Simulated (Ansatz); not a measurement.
The system is Au.

```
Au
1.0
     0.00000    2.03500    2.03500
     2.03500    0.00000    2.03500
     2.03500    2.03500    0.00000
Au
1
Direct
  0.00000 0.00000 0.00000
```

```yaml
Program: Ansatz 0.2.0
Task: relaxation of cell and atoms
Functional: PBEsol
Dispersion: D3(BJ)
Potentials_or_basis: all-electron LAPW, scalar-relativistic
Basis_error_allowed: 0.001 eV/atom
k_mesh: 11 × 11 × 11
Occupations: fermi-dirac, width 0.05 eV
Spin: no spin polarisation
```

At the start: volume 16.85 Å³/atom.

Where does the relaxation end?

Over 4 steps the energy falls by 5.9 meV/atom and the volume is 16.45 Å³/atom (-2.4 %); space group Fm-3m (No. 225, to 0.05 Å).

The path:
| step | energy change (eV) | largest force (eV/Å) | volume (Å³) |
| --- | --- | --- | --- |
| 1 | 0.0000 | 0.0000 | 16.85 |
| 2 | -0.0059 | 0.0000 | 16.49 |
| 3 | -0.0059 | 0.0000 | 16.45 |
| 4 | -0.0059 | 0.0000 | 16.45 |

Final structure:
```cif
data_structure
_symmetry_space_group_name_H-M 'P 1'
_symmetry_Int_Tables_number 1
_cell_length_a 2.8545
_cell_length_b 2.8545
_cell_length_c 2.8545
_cell_angle_alpha 60.000
_cell_angle_beta 60.000
_cell_angle_gamma 60.000
_cell_volume 16.45
loop_
_atom_site_label
_atom_site_type_symbol
_atom_site_fract_x
_atom_site_fract_y
_atom_site_fract_z
_atom_site_occupancy
Au1 Au 0.00000 0.00000 0.00000 1
```
